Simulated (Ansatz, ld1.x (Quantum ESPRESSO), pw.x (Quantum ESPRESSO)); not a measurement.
**What a changed setting does to a pw.x run (bcc Sr)**

Potential: norm-conserving RRKJ (Kleinman–Bylander form), ld1.x (Quantum ESPRESSO) 7.5, PBE; core [Kr], reference 4d0 5s2 5p0; waves: 5p (bound, empty): rc 3.80 bohr; 4d (bound, empty): rc 2.50 bohr; 5s (bound): rc 3.15 bohr; local part: the s channel; core correction: Bessel-smoothed model core inside 1.60 bohr; rho0 0.001.

The reference run (k-mesh 10³, cutoffs 50/200 Ry, Fermi–Dirac 0.01 Ry, mixing_beta 0.4, conv_thr 1e-9, no spin) gives 0.09 GPa at 54.586 Å³/atom, where all-electron LAPW gives 0.01 GPa. This run, with its own iteration cap, changes conv_thr to 1e-06.

```
&control
  calculation='scf', prefix='x', pseudo_dir='./', outdir='./tmp', tstress=.true., disk_io='none'
/
&system
  ibrav=0, nat=1, ntyp=1, ecutwfc=50, ecutrho=200, nbnd=8,
  occupations='smearing', smearing='fd', degauss=0.01
/
&electrons
  conv_thr=1e-06, mixing_beta=0.4, electron_maxstep=50
/
ATOMIC_SPECIES
Sr 1.0 Sr.UPF
CELL_PARAMETERS angstrom
  -2.38968373 2.38968373 2.38968373
  2.38968373 -2.38968373 2.38968373
  2.38968373 2.38968373 -2.38968373
ATOMIC_POSITIONS crystal
Sr 0.0000 0.0000 0.0000
K_POINTS automatic
10 10 10 0 0 0
```

```bash
pw.x < Sr.scf.in > Sr.scf.out
```

Problem. How does the run end?

Solution. It converges in 3 iterations; the free energy moves by +0.0 meV/atom and the pressure by +0.01 GPa. The result is that of the reference run.

```
Message from routine setup:
     using ibrav=0 with symmetry is DISCOURAGED, use correct ibrav instead
     lattice parameter (alat)  =       7.8217  a.u.
     unit-cell volume          =     368.3646 (a.u.)^3
     number of electrons       =         2.00
     number of Kohn-Sham states=            8
     kinetic-energy cutoff     =      50.0000  Ry
     charge density cutoff     =     200.0000  Ry
     scf convergence threshold =      1.0E-06
     Exchange-correlation= PBE
     number of k points=    47  Fermi-Dirac smearing, width (Ry)=  0.0100
     iteration #  1     ecut=    50.00 Ry     beta= 0.40
     total energy              =     -15.09057638 Ry
     estimated scf accuracy    <       0.00081088 Ry
     iteration #  2     ecut=    50.00 Ry     beta= 0.40
     total energy              =     -15.09081637 Ry
     estimated scf accuracy    <       0.00032142 Ry
     iteration #  3     ecut=    50.00 Ry     beta= 0.40
     the Fermi energy is     1.8742 ev
!    total energy              =     -15.09083241 Ry
     estimated scf accuracy    <       0.00000030 Ry
     smearing contrib. (-TS)   =      -0.00608374 Ry
     The total energy is F=E-TS. E is the sum of the following terms:
     one-electron contribution =       1.11309760 Ry
     hartree contribution      =       0.00358001 Ry
     xc contribution           =     -14.58966536 Ry
     ewald contribution        =      -1.61176092 Ry
     convergence has been achieved in   3 iterations
          total   stress  (Ry/bohr**3)                   (kbar)     P=        0.95
     Message from routine punch:
     Nothing written, as per user request (disk_io='none')
```

The run took about 5.5 s on one core of a shared host (Neoverse-V1, 64 threads, 503 GiB, load 23).
